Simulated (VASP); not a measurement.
Lu, 1 atom in the cell. It takes space group Im-3m (No. 229, cubic). Conventional cell: a = 3.842 Å, b = 3.842 Å, c = 3.842 Å, α = 90.00°, β = 90.00°, γ = 90.00°. Around Lu (site symmetry m-3m) lie 8 Lu at 3.33 Å. This isn't the form of Lu at room conditions, which is hcp. The cell isn't the ideal one: volume scaled by 0.95, PAW files.

* Program: VASP 6.6.1
* Task: electric field gradients
* Functional: PBE
* Potentials or basis: VASP PAW PBE potentials, release 64 (Lu)
* Cutoff: 520 eV
* k mesh: 15 × 15 × 15
* Occupations: fermi-dirac, width 0.05 eV
* Spin: no spin polarisation
* Dipole correction: no
* Further INCAR settings: ALGO = Normal; EDIFF = 1e-08; NBANDS = 18

Potentials or basis: VASP PAW PBE potentials, release 64 (Lu).

The run is started by

```bash
$ cat potpaw_PBE.64/Lu/POTCAR > POTCAR
$ mpirun -np 1 vasp_std > vasp.out
```

Hardware: 1 thread of Intel(R) Xeon(R) Platinum 8488C (Sapphire Rapids), with other jobs on the host.

Question: Estimate the wall time of this run.

Answer: It took 44 s on 1 thread of Intel(R) Xeon(R) Platinum 8488C (Sapphire Rapids), on a shared host, peak memory 0.21 GiB. Counts: scf iterations 15, k points 120.
